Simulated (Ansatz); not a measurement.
Space group Pmmm (No. 47). a = 3.049 Å, b = 5.845 Å, c = 7.196 Å, α = 90.00°, β = 90.00°, γ = 90.00°
```tsv
atom	site	symmetry	x	y	z
Sn	2r	mm2	0.0000	0.5000	0.7990
Sn	1d	mmm	0.5000	0.0000	0.5000
O	4v	m..	0.5000	0.2739	0.7202
```

Equation of state of this Sn$_{3}$O$_{4}$ structure (not necessarily the ground state), with shape and atoms relaxed at each volume where symmetry leaves them free. It has no gap at any of these volumes. Computed with Ansatz, DFT PBE, scalar-relativistic, plane waves, PAW.

Settings: cutoff 420 eV, Γ-centred mesh 6×6×6 on the computed 14-atom cell, Gaussian smearing of 0.10 eV; no spin polarisation.

```
V (Å³/atom) E − E(largest V) (meV/atom) P (GPa)
     16.126                        47.76    14.00
     16.676                         7.59     9.54
     17.225                       -18.51     5.78
     17.775                       -32.79     2.63
     18.325                       -37.16    -0.01
     18.874                       -33.24    -2.20
     19.424                       -22.55    -3.96
     20.157                         0.00    -5.79
```

Question: Fit a third-order Birch–Murnaghan equation to E(V).

Answer: V0 = 18.33 Å³/atom, B0 = 79 GPa, B0' = 5.2.